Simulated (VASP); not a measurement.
# ZnO (zincite) (P6_3mc) in VASP: further runs

The runs below take ZnO (zincite) through single point, with r2SCAN+rVV10, LDA, revPBE+D4.

Everything below comes from runs of VASP 6.6.1. Logs are shortened: lines on timing, memory, paths and dates and some standing lists are left out, and cuts for length are marked.

**Experimental background.**

From “Electronic structure of alkaline earth and post-transition metal oxides”, 2009, arxiv:0908.1581, for a bulk crystal of ZnO: band gap 3.37 eV.

The results are compared with them further down.

### Step 1. The structure

Symmetry: P6_3mc, No. 186, hexagonal system. The conventional cell has a = 3.271 Å, b = 3.271 Å, c = 5.240 Å, α = 90.00°, β = 90.00°, γ = 120.00°. Around Zn (site symmetry 3m) lie 4 O at 1.99 Å. O (site symmetry 3m) is surrounded by 4 Zn at 1.99 Å.

### Step 2. Single point, r2SCAN+rVV10

The input, POSCAR:

```
ZnO
1.0
    3.2708272232      0.0000000000      0.0000000000
   -1.6354136116      2.8326194666      0.0000000000
    0.0000000000      0.0000000000      5.2401848988
Zn O
2 2
Direct
    0.6666666667      0.3333333333      0.0000000000
    0.3333333333      0.6666666667      0.5000000000
    0.3333333333      0.6666666667      0.8790100000
    0.6666666667      0.3333333333      0.3790100000
```

The input, INCAR.step1:

```
PREC = Accurate
ENCUT = 520
ISMEAR = -1
SIGMA = 0.05
LREAL = F
LASPH = T
NELM = 100
NBANDS = 26
GGA = PE
ALGO = Normal
EDIFF = 1E-4
LWAVE = T
LCHARG = F
```

The input, INCAR.step2:

```
PREC = Accurate
ENCUT = 520
EDIFF = 1E-7
ISMEAR = -1
SIGMA = 0.05
LREAL = F
LASPH = T
NELM = 100
ALGO = Normal
ISIF = 2
LWAVE = F
LCHARG = F
METAGGA = R2SCAN
LMIXTAU = T
LUSE_VDW = T
IVDW_NL = 2
BPARAM = 11.95
CPARAM = 0.0093
NBANDS = 26
ISTART = 1
```

The input, KPOINTS:

```
regular mesh
0
Gamma
  9 9 5
```

Potentials or basis: VASP PAW PBE potentials, release 64 (Zn, O).

Started as:

```
$ cat potpaw_PBE.64/Zn/POTCAR potpaw_PBE.64/O/POTCAR > POTCAR
$ cp INCAR.step1 INCAR
$ mpirun -np 1 vasp_std > vasp.out
$ cp INCAR.step2 INCAR
$ mpirun -np 1 vasp_std > vasp.out
```

OUTCAR:

```text
PREC = Accurate
   ENCUT = 520
   EDIFF = 1E-7
   ISMEAR = -1
   LREAL = F
   LASPH = T
   NELM = 100
   ISIF = 2
   METAGGA = R2SCAN
   IVDW_NL = 2
   BPARAM = 11.95
   ISTART = 1

 ion  position               nearest neighbor table
   1  0.667  0.333  0.000-   4 1.99   3 1.99   3 1.99   3 1.99
   2  0.333  0.667  0.500-   3 1.99   4 1.99   4 1.99   4 1.99
   3  0.333  0.667  0.879-   2 1.99   1 1.99   1 1.99   1 1.99
   4  0.667  0.333  0.379-   1 1.99   2 1.99   2 1.99   2 1.99

  LATTYP: Found a hexagonal cell.
 ALAT       =     3.2708272232
 C/A-ratio  =     1.6020977390

  Lattice vectors:

 A1 = (   3.2708272232,   0.0000000000,   0.0000000000)
 A2 = (  -1.6354136116,   2.8326194666,   0.0000000000)
 A3 = (   0.0000000000,   0.0000000000,   5.2401848988)

Analysis of symmetry for initial positions (statically):
=====================================================================
 Subroutine PRICEL returns:
 Original cell was already a primitive cell.

 Routine SETGRP: Setting up the symmetry group for a
 hexagonal supercell.

 Subroutine GETGRP returns: Found 12 space group operations
 (whereof  6 operations were pure point group operations)
 out of a pool of 24 trial point group operations.

The static configuration has the point symmetry C_3v.
 The point group associated with its full space group is C_6v.

Analysis of symmetry for dynamics (positions and initial velocities):
=====================================================================
 Subroutine PRICEL returns:
 Original cell was already a primitive cell.

 Routine SETGRP: Setting up the symmetry group for a
 hexagonal supercell.

 Subroutine GETGRP returns: Found 12 space group operations
 (whereof  6 operations were pure point group operations)
 out of a pool of 24 trial point group operations.

The dynamic configuration has the point symmetry C_3v.
 The point group associated with its full space group is C_6v.

 Subroutine INISYM returns: Found 12 space group operations
 (whereof  6 operations are pure point group operations),
 and found     1 'primitive' translations

----------------------------------------------------------------------------------------

                                     Primitive cell

  volume of cell :      48.5504

  direct lattice vectors                    reciprocal lattice vectors
     3.270827223  0.000000000  0.000000000     0.305733055  0.176515062  0.000000000
[... 84 lines left out ...]
   ISPIN  =      1    spin polarized calculation?
   LNONCOLLINEAR =      F non collinear calculations
   LSORBIT =      F    spin-orbit coupling
   LASPH  =      T    aspherical Exc in radial PAW
   ENCUT  =  520.0 eV  38.22 Ry    6.18 a.u.   6.08  6.08  9.74*2*pi/ulx,y,z
   NELM   =    100;   NELMIN=  2; NELMDL=  0     # of ELM steps
   EDIFF  = 0.1E-06   stopping-criterion for ELM
   LREAL  =      F    real-space projection
   EDIFFG = 0.1E-05   stopping-criterion for IOM
   NSW    =      0    number of steps for IOM
   IBRION =     -1    ionic relax: 0-MD 1-quasi-New 2-CG
   NFREE  =      0    steps in history (QN), initial steepest desc. (CG)
   ISIF   =      2    stress and relaxation
   ISYM   =      2    0-nonsym 1-usesym 2-fastsym
   POTIM  = 0.5000    time-step for ionic-motion
   TEBEG  =    0.0;   TEEND  =   0.0 temperature during run
   PSTRESS=    0.0 pullay stress
   NELECT =      36.0000    total number of electrons
   NUPDOWN=      -1.0000    fix difference up-down
   EMIN   =  10.00;   EMAX   =-10.00  energy-range for DOS
   EFERMI =   0.00;   METHOD = LEGACY
   ISMEAR =    -1;   SIGMA  =   0.05  broadening in eV -4-tet -1-fermi 0-gaus
   EFERMI_NEDOS =   21; number of points for ismear=-14 and -15
   IALGO  =     38    algorithm
   IMIX   =      4    mixing-type and parameters
     AMIX     =   0.40;   BMIX     =  1.00
     AMIX_MAG =   1.60;   BMIX_MAG =  1.00
  volume/ion in A,a.u.               =      12.14        81.91
  Fermi-wavevector in a.u.,A,eV,Ry     =   1.481761  2.800122 29.873168  2.195616
  Thomas-Fermi vector in A             =   2.595631
   LORBIT       =      0    0 simple, 1 ext, 2 COOP (PROOUT), +10 PAW based schemes
   METAGGA = R2SCAN    functional components
   LHFCALC =     F    Hartree Fock is set to
   AEXX    =    0.0000 exact exchange contribution
   IVDW_NL    =     2    kernel type
   BPARAM     =11.9500
   IVDW    =     0    specifies the selected vdW correction
   LEPSILON=     F    determine dielectric tensor
   LRPA    =     F    only Hartree local field effects (RPA)
 non-spin polarized calculation
  energy-cutoff  :      520.00
  volume of cell :       48.55
 maximum number of plane-waves:      1323
   NGX = 13   NGY = 13   NGZ = 19

 number of electron      36.0000022 magnetization

 Free energy of the ion-electron system (eV)
  ---------------------------------------------------
  ext. energy  EPLUGINS =         0.00000000
  ---------------------------------------------------
  free energy    TOTEN  =       -35.23045460 eV

  energy without entropy =      -35.23045444  energy(sigma->0) =      -35.23045452

 E-fermi :   1.2605     XC(G=0): -11.6101

 val. band max:        0.6485299816   @ k =   0.0000   0.0000   0.0000
 cond. band min:       1.7910790732   @ k =   0.0000   0.0000   0.0000
 fundamental gap:      1.1425490916
 Fermi energy:         1.2604604688

 k-point     1 :       0.0000    0.0000    0.0000
  band No.  band energies     occupation
      1     -18.2733      2.00000
      2     -17.6053      2.00000
      3      -5.0551      2.00000
      4      -5.0551      2.00000
      5      -5.0153      2.00000
      6      -4.8951      2.00000
[... 685 lines left out ...]
     25      14.6752      0.00000
     26      15.9273      0.00000

 [... further k-points ...]
[... 5 lines left out ...]
  --------------------------------------------------------------------------------------
  -------------------------------------------------------------------------------------
  Total       -1.4341365     -1.4341365     -0.9464659      0.0000000      0.0000000     -0.0000000
  in kB      -47.3269614    -47.3269614    -31.2336752      0.0000000      0.0000000     -0.0000000
  external PRESSURE =     -41.9625327 kB  Pullay stress =       0.0000000 kB

 VOLUME and BASIS-vectors are now :
 -----------------------------------------------------------------------------
  energy-cutoff  :      520.00
  volume of cell :       48.55
      direct lattice vectors                 reciprocal lattice vectors
     3.270827223  0.000000000  0.000000000     0.305733055  0.176515062  0.000000000
    -1.635413612  2.832619467  0.000000000     0.000000000  0.353030123  0.000000000
     0.000000000  0.000000000  5.240184899     0.000000000  0.000000000  0.190832961

 POSITION                                       TOTAL-FORCE (eV/Angst)
 -----------------------------------------------------------------------------------
      1.63541      0.94421      0.00000        -0.000000      0.000000     -0.084880
     -0.00000      1.88841      2.62009         0.000000     -0.000000     -0.084880
     -0.00000      1.88841      4.60617         0.000000     -0.000000      0.084880
      1.63541      0.94421      1.98608         0.000000      0.000000      0.084880
 -----------------------------------------------------------------------------------
    total drift:                               -0.000000     -0.000001     -0.108146

  FREE ENERGIE OF THE ION-ELECTRON SYSTEM (eV)
  ---------------------------------------------------
  free  energy   TOTEN  =       -35.2304545977 eV

  energy  without entropy=      -35.2304544388  energy(sigma->0) =      -35.23045452
```

OSZICAR.step1:

```text
N       E                     dE             d eps       ncg     rms          rms(c)
DAV:   1     0.301568516144E+03    0.30157E+03   -0.18085E+04  1880   0.200E+03
DAV:   2     0.114994651986E+02   -0.29007E+03   -0.27159E+03  1996   0.414E+02
DAV:   3    -0.204546703424E+02   -0.31954E+02   -0.31534E+02  2058   0.140E+02
DAV:   4    -0.210887605699E+02   -0.63409E+00   -0.63268E+00  2130   0.202E+01
DAV:   5    -0.210918968171E+02   -0.31362E-02   -0.31361E-02  2010   0.146E+00    0.143E+01
DAV:   6    -0.176839691792E+02    0.34079E+01   -0.67134E+00  2964   0.621E+01    0.872E+00
DAV:   7    -0.178876596808E+02   -0.20369E+00   -0.29228E+00  1934   0.171E+01    0.523E+00
DAV:   8    -0.178971848879E+02   -0.95252E-02   -0.50858E-01  2732   0.739E+00    0.162E+00
DAV:   9    -0.178468939293E+02    0.50291E-01   -0.10209E-01  2736   0.625E+00    0.295E-01
DAV:  10    -0.178495385222E+02   -0.26446E-02   -0.36503E-02  1884   0.132E+00    0.129E-01
DAV:  11    -0.178496264592E+02   -0.87937E-04   -0.60592E-04  2078   0.324E-01
   1 F= -.17849626E+02 E0= -.17849624E+02  d E =-.541754E-05
```

Wall time 2.3 min (1 thread of Intel Xeon Platinum 8375C at 2.90GHz (Ice Lake), shared host); peak memory 0.29 GiB.

Results:

| Quantity | Value |
| --- | --- |
| Free energy | -35.2305 eV |
| Pressure | -4.2 GPa |
| Largest force | 0.085 eV/Å |
| Band gap on the k mesh | 1.14 eV, direct |

Forces in eV/Å, atoms in the order of the input:
```
Zn   0.000  0.000 -0.085
Zn   0.000  0.000 -0.085
O    0.000  0.000  0.085
O    0.000  0.000  0.085
```

Caveat: the PAW data sets were made with another functional, which shifts forces and pressure a little.

### Step 3. Single point, LDA

This run uses another cell than the first one, of 12.61 Å³/atom, 1.039 times its volume.

The input, INCAR:

```
PREC     = Accurate       # precision mode
ENCUT    = 520            # plane-wave cutoff, eV
EDIFF    = 1E-7           # SCF threshold, eV
ISMEAR   = -1             # smearing method
SIGMA    = 0.05           # smearing width, eV
LREAL    = False          # projectors in reciprocal space
LASPH    = True           # aspherical terms in the spheres
NELM     = 100            # most SCF steps
ALGO     = Fast           # electronic algorithm
ISIF     = 2              # what is computed and relaxed
LWAVE    = False          # write WAVECAR
LCHARG   = False          # write CHGCAR
NBANDS   = 26             # bands
```

The input, KPOINTS:

```
Automatic mesh
0
Gamma
  9 9 5
```

The input, POSCAR:

```
ZnO
1.0
    3.3130361008      0.0000000000      0.0000000000
   -1.6565180504      2.8691734269      0.0000000000
    0.0000000000      0.0000000000      5.3078076462
Zn O
2 2
Direct
    0.6666666667      0.3333333333      0.0000000000
    0.3333333333      0.6666666667      0.5000000000
    0.3333333333      0.6666666667      0.8790100000
    0.6666666667      0.3333333333      0.3790100000
```

Potentials or basis: VASP PAW LDA potentials, release 64 (Zn, O).

Started as:

```
$ cat potpaw_LDA.64/Zn/POTCAR potpaw_LDA.64/O/POTCAR > POTCAR
$ mpirun -np 1 vasp_std > vasp.out
```

It took 54 s on 1 thread of Intel Xeon Platinum 8488C (Sapphire Rapids), shared host; peak memory 0.16 GiB.

Results (log left out):

```
Free energy            : -20.9530 eV
Pressure               : -12.8 GPa
Largest force          : 0.036 eV/Å
Band gap on the k mesh : 0.65 eV, direct
```

Forces in eV/Å, atoms in the order of the input:
```
Zn   0.000  0.000 -0.036
Zn   0.000  0.000 -0.036
O    0.000  0.000  0.036
O    0.000  0.000  0.036
```

Stress tensor (GPa, compression positive):
```
-13.31   0.00   0.00
  0.00 -13.31   0.00
  0.00   0.00 -11.81
```

Levels at points of the mesh, in eV from the valence-band top:
```tsv
k point	band 15	band 16	band 17	band 18	band 19	band 20	band 21	band 22
(0.00, 0.00, 0.00)	-0.75	-0.05	0.00	0.00	0.65	4.87	7.93	12.35
```

### Step 4. Single point, revPBE+D4

This run uses another cell than the first one, of 11.42 Å³/atom, 0.941 times its volume.

The input, INCAR:

```
ALGO = Normal ; EDIFF = 1E-6
ENCUT = 520 ; GGA = RE
ISIF = 2 ; ISMEAR = -1
IVDW = 13 ; LASPH = T
LCHARG = F ; LREAL = F
LWAVE = F ; NBANDS = 26
NELM = 100 ; PREC = Accurate
SIGMA = 0.05
```

The input, KPOINTS:

```
k-points
0
Gamma
  9 9 5
```

The input, POSCAR:

```
ZnO
1.0
    3.2053930491      0.0000000000      0.0000000000
   -1.6026965246      2.7759518096      0.0000000000
    0.0000000000      0.0000000000      5.1353529565
Zn O
2 2
Direct
    0.6666666667      0.3333333333      0.0000000000
    0.3333333333      0.6666666667      0.5000000000
    0.3333333333      0.6666666667      0.8790100000
    0.6666666667      0.3333333333      0.3790100000
```

Potentials or basis: VASP PAW PBE potentials, release 64 (Zn, O).

Started as:

```
$ cat potpaw_PBE.64/Zn/POTCAR potpaw_PBE.64/O/POTCAR > POTCAR
$ mpirun -np 1 vasp_std > vasp.out
```

OUTCAR:

```text
EDIFF = 1E-6
   ENCUT = 520
   GGA = RE
   ISIF = 2
   ISMEAR = -1
   IVDW = 13
   LASPH = T
   LREAL = F
   NELM = 100
   PREC = Accurate

 ion  position               nearest neighbor table
   1  0.667  0.333  0.000-   4 1.95   3 1.95   3 1.95   3 1.95
   2  0.333  0.667  0.500-   3 1.95   4 1.95   4 1.95   4 1.95
   3  0.333  0.667  0.879-   2 1.95   1 1.95   1 1.95   1 1.95
   4  0.667  0.333  0.379-   1 1.95   2 1.95   2 1.95   2 1.95

  LATTYP: Found a hexagonal cell.
 ALAT       =     3.2053930491
[... 898 lines left out ...]
  Edisp (eV):   -1.94131

  FORCE on cell =-STRESS in cart. coord.  units (eV):
  Direction    XX          YY          ZZ          XY          YZ          ZX
  --------------------------------------------------------------------------------------
  -------------------------------------------------------------------------------------
  Total       2.23374     2.23374     2.82249    -0.00000    -0.00000     0.00000
  in kB      78.32135    78.32135    98.96437    -0.00000    -0.00000     0.00000
  external pressure =       85.20 kB  Pullay stress =        0.00 kB

 VOLUME and BASIS-vectors are now :
 -----------------------------------------------------------------------------
  energy-cutoff  :      520.00
  volume of cell :       45.69
      direct lattice vectors                 reciprocal lattice vectors
     3.205393049  0.000000000  0.000000000     0.311974221  0.180118401  0.000000000
    -1.602696525  2.775951810  0.000000000     0.000000000  0.360236801  0.000000000
     0.000000000  0.000000000  5.135352957     0.000000000  0.000000000  0.194728582

 POSITION                                       TOTAL-FORCE (eV/Angst)
 -----------------------------------------------------------------------------------
      1.60270      0.92532      0.00000        -0.000000      0.000000     -0.084940
     -0.00000      1.85063      2.56768         0.000000      0.000000     -0.084940
     -0.00000      1.85063      4.51403        -0.000000      0.000000      0.084940
      1.60270      0.92532      1.94635         0.000000      0.000000      0.084940
 -----------------------------------------------------------------------------------
    total drift:                                0.000001      0.000001      0.000625

  FREE ENERGIE OF THE ION-ELECTRON SYSTEM (eV)
  ---------------------------------------------------
  free  energy   TOTEN  =       -18.2628097637 eV

  energy  without entropy=      -18.2628085117  energy(sigma->0) =      -18.26280914
```

OSZICAR:

```text
N       E                     dE             d eps       ncg     rms          rms(c)
DAV:   1     0.301473328376E+03    0.30147E+03   -0.18250E+04  1896   0.206E+03
DAV:   2     0.123437416931E+02   -0.28913E+03   -0.27274E+03  1960   0.417E+02
DAV:   3    -0.189629536853E+02   -0.31307E+02   -0.30902E+02  2054   0.140E+02
DAV:   4    -0.195690699955E+02   -0.60612E+00   -0.60478E+00  2104   0.199E+01
DAV:   5    -0.195719898490E+02   -0.29199E-02   -0.29197E-02  2084   0.143E+00    0.158E+01
DAV:   6    -0.161170844214E+02    0.34549E+01   -0.64452E+00  2888   0.595E+01    0.975E+00
DAV:   7    -0.163457021663E+02   -0.22862E+00   -0.29836E+00  1902   0.168E+01    0.574E+00
DAV:   8    -0.163657870243E+02   -0.20085E-01   -0.43610E-01  2774   0.761E+00    0.160E+00
DAV:   9    -0.163183394410E+02    0.47448E-01   -0.10157E-01  2790   0.652E+00    0.268E-01
DAV:  10    -0.163213085130E+02   -0.29691E-02   -0.36299E-02  1890   0.133E+00    0.161E-01
DAV:  11    -0.163214314873E+02   -0.12297E-03   -0.57153E-04  1978   0.206E-01    0.572E-02
DAV:  12    -0.163214953081E+02   -0.63821E-04   -0.12206E-04  2192   0.210E-01    0.312E-02
DAV:  13    -0.163215044789E+02   -0.91708E-05   -0.45896E-05  2006   0.976E-02    0.187E-02
DAV:  14    -0.163215000413E+02    0.44375E-05   -0.13970E-05  2620   0.453E-02    0.163E-03
DAV:  15    -0.163215000282E+02    0.13137E-07   -0.33865E-06  1898   0.159E-02
   1 F= -.18262810E+02 E0= -.18262809E+02  d E =-.125201E-05
```

It took 33 s on 1 thread of Intel Xeon Platinum 8488C (Sapphire Rapids), shared host; peak memory 0.17 GiB.

Results:

```
Free energy                : -18.2628 eV
Pressure                   : 8.5 GPa
Largest force              : 0.085 eV/Å
Band gap on the k mesh     : 0.91 eV, direct
Dispersion energy per atom : -0.485 eV
```

Forces in eV/Å, atoms in the order of the input:
```
Zn   0.000  0.000 -0.085
Zn   0.000  0.000 -0.085
O    0.000  0.000  0.085
O    0.000  0.000  0.085
```

Stress tensor (GPa, compression positive):
```
7.83 0.00 0.00
0.00 7.83 0.00
0.00 0.00 9.90
```

Caveat: the PAW data sets were made with another functional, which shifts forces and pressure a little.

### Step 5. Overview

```tsv
level	potentials or basis	cell	gap on the mesh (eV)	pressure (GPa)	largest force (eV/Å)
r2SCAN+rVV10	VASP PAW PBE potentials, release 64 (Zn, O)	P6_3mc, 12.14 Å³/atom	1.14	-4.2	0.08
LDA	VASP PAW LDA potentials, release 64 (Zn, O)	P6_3mc, 12.61 Å³/atom	0.65	-12.8	0.04
revPBE+D4	VASP PAW PBE potentials, release 64 (Zn, O)	P6_3mc, 11.42 Å³/atom	0.91	8.5	0.08
```

Alike in all rows: task single point; no spin polarisation; k mesh 9 × 9 × 5; cutoff (eV) 520; smearing fermi-dirac 0.05 eV.

Caveats: the PAW data sets were made with another functional, which shifts forces and pressure a little (some runs).

Absolute energies hang on the potentials; compare differences alone.

### Step 6. How close it comes

Step 2. Against the measured gap of ZnO, 3.37 eV (quoted in “Electronic structure of alkaline earth and post-transition metal oxides”, 2009, arxiv:0908.1581), the calculated 1.14 eV is off by -2.23 eV. So large a miss can be the level of theory's own, or it may mean another phase, state or a wrong row. The value is that of r2SCAN+rVV10, without temperature or zero-point motion.

Step 3. Against the measured gap of ZnO, 3.37 eV (quoted in “Electronic structure of alkaline earth and post-transition metal oxides”, 2009, arxiv:0908.1581), the calculated 0.65 eV is off by -2.72 eV. So large a miss can be the level of theory's own, or it may mean another phase, state or a wrong row. The value is that of LDA, without temperature or zero-point motion. Semilocal functionals fall short of measured gaps as a rule.

Step 4. Measured gap of ZnO: 3.37 eV (quoted in “Electronic structure of alkaline earth and post-transition metal oxides”, 2009, arxiv:0908.1581). This calculation gives 0.91 eV (-2.46 eV). So large a miss can be the level of theory's own, or it may mean another phase, state or a wrong row. The value is that of revPBE+D4, without temperature or zero-point motion. Semilocal functionals fall short of measured gaps as a rule.
